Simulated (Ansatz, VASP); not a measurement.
## Two plane-wave programs on CoH

```
Co H
1.0
     0.00000    1.84239    1.84239
     1.84239    0.00000    1.84239
     1.84239    1.84239    0.00000
Co H
1 1
Direct
  0.00000 0.00000 0.00000
  0.50000 0.50000 0.50000
```

Alike in both runs: functional r2SCAN; k mesh 26 × 26 × 26; occupations gaussian, width 0.1 eV; collinear spin.

Ansatz relaxed the structure, and its values are those at the end. VASP's run is a single point on that final structure, the one shown.

```csv
,VASP,Ansatz
version,VASP 6.6.1,Ansatz 0.2.0
potentials or method,"VASP PAW PBE potentials, release 64 (Co, H)","scalar-relativistic, plane waves, PAW"
plane-wave cutoff (eV),520,500
valence electrons in the cell,10,18
```

|  | VASP | Ansatz | Ansatz less VASP |
| --- | --- | --- | --- |
| gap on the k mesh at the Fermi level (eV) | none | none | - |
| pressure (GPa) | 0.1 | 0.0 | -0.06 |
| net moment per atom (μB) | 0.71 | 0.71 | +0.005 |

A gap of «none» marks a metal or a gap that the smearing closes. With one functional, cell and mesh, what is left measures potentials, basis and numerics. The two sets of potentials don't hold the same shells in valence.

Caveats: the PAW data sets were made with another functional, which shifts forces and pressure a little (VASP).
